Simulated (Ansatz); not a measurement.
**zincblende-structured HgTe**

The computed numbers are results of PBE, scalar-relativistic (no spin polarisation) in the plane-wave PAW code Ansatz at 420 eV, Γ-centred 10×10×10 mesh, 0.05 eV Gaussian smearing; PAW files: Ansatz's generated set soft_2.

```
CELL_PARAMETERS angstrom
0.00000 3.32422 3.32422
3.32422 0.00000 3.32422
3.32422 3.32422 0.00000
ATOMIC_POSITIONS crystal
Hg 0.00000 0.00000 0.00000
Te 0.25000 0.25000 0.25000
```

The start was a prototype's sites filled with these elements; the Crystallography Open Database holds the compound in this structure.

Cell and atoms are those of this level's equilibrium.

The cell has space group F-43m (read at 0.01 Å). In it the stress is 0.04, 0.04, 0.04, 0.00, 0.00, 0.00 GPa and the largest force component 0.000 eV/Å. Each change below starts from this cell, without further relaxation. Stress is in GPa, positive in compression, in the order xx, yy, zz, yz, xz, xy; energies are counted from the cell above and are free energies with the smearing's entropy, which match forces and stress in a metal.

Question: What happens when atom 1 (Hg) is moved by 0.08 Å along z?

Answer: The energy changes by 8.6 meV per cell, and the force on it along the shift is -0.213 eV/Å (−F/u = 2.67 eV/Å²). Stress: 0.14, 0.14, 0.07, 0.00, 0.00, 0.61. The gap on the mesh goes from zero (metallic) to 0.02 eV (close to the smearing width).
```tsv
atom	Fx (eV/Å)	Fy	Fz
Hg1	0.000	0.000	-0.213
Te2	0.000	0.000	0.214
```
In a harmonic crystal the energy would rise by −½F·u = ½ × 2.67 × 0.08² eV = 8.5 meV, which matches.

Question: What happens when atom 2 (Te) is moved by 0.12 Å along z?

Answer: The energy changes by 19.2 meV per cell, and the force on it along the shift is -0.319 eV/Å (−F/u = 2.66 eV/Å²). Stress: 0.27, 0.27, 0.12, 0.00, 0.00, -0.92.
```
atom  Fx (eV/Å)     Fy      Fz
 Hg1      0.000  0.000   0.319
 Te2      0.000  0.000  -0.319
```
In a harmonic crystal the energy would rise by −½F·u = ½ × 2.66 × 0.12² eV = 19.2 meV, which matches.

Question: What stress follows from an engineering strain of -1 % in yy, atoms carried along?

Answer: 0.34, 0.48, 0.34, 0.00, 0.00, 0.00 GPa; the energy changes by 1.2 meV per cell. The gap on the mesh goes from zero (metallic) to 0.03 eV (close to the smearing width).
The change of the stress over the strain gives a clamped-atom stiffness of about 45 GPa for this component, a secant value that lies under the elastic constant in tension and over it in compression, by several per cent for each per cent of strain.
In a harmonic crystal the energy would rise by V(½Cε² − σ₀ε), with σ₀ the stress of the unstrained cell, = 1.2 meV, which matches.

Question: A single strain component, atoms carried along, gave the stress 0.10, 0.08, 0.10, 0.00, -0.87, 0.00. Which component, and about how large?

Answer: An engineering strain of 3 % in xz; the energy changes by 6.0 meV per cell.

Question: All atoms and the cell are disturbed at random:
```xyz
2
Lattice="-0.0146 3.3336 3.2922 3.2979 -0.0262 3.3038 3.3198 3.3672 -0.0482" Properties=species:S:1:pos:R:3 pbc="T T T"
Hg    0.0103   -0.0379   -0.0329
Te    1.6405    1.7065    1.6699
```
Give the energy change, the stress and the forces.

Answer: 18.4 meV per cell; stress -0.01, -0.24, -0.07, 0.77, -0.37, -0.63 GPa. The gap on the mesh goes from zero (metallic) to 0.08 eV (close to the smearing width).
```tsv
atom	Fx (eV/Å)	Fy	Fz
Hg1	-0.158	0.203	0.212
Te2	0.158	-0.203	-0.212
```

Question: All atoms and the cell are disturbed at random:
```
CELL_PARAMETERS angstrom
-0.00308 3.30532 3.36420
3.36370 0.00191 3.35921
3.34161 3.27824 0.02400
ATOMIC_POSITIONS crystal
Hg 0.99491 0.01391 0.98437
Te 0.25509 0.23609 0.26563
```
Give the energy change, the stress and the forces.

Answer: 38.0 meV per cell; stress 0.18, 0.23, 0.14, -0.67, -1.19, 0.81 GPa. The gap on the mesh goes from zero (metallic) to 0.06 eV (close to the smearing width).
```tsv
atom	Fx (eV/Å)	Fy	Fz
Hg1	0.179	0.392	-0.241
Te2	-0.179	-0.392	0.241
```

These numbers lack spin–orbit coupling. At this volume the filled and empty bands only touch, so this is a zero-gap semimetal rather than a metal, and a semilocal functional can cause such a touching. The relaxed cell is 10 % larger in volume than the cell of this structure in the Crystallography Open Database (33.49 Å³/atom, 1987).
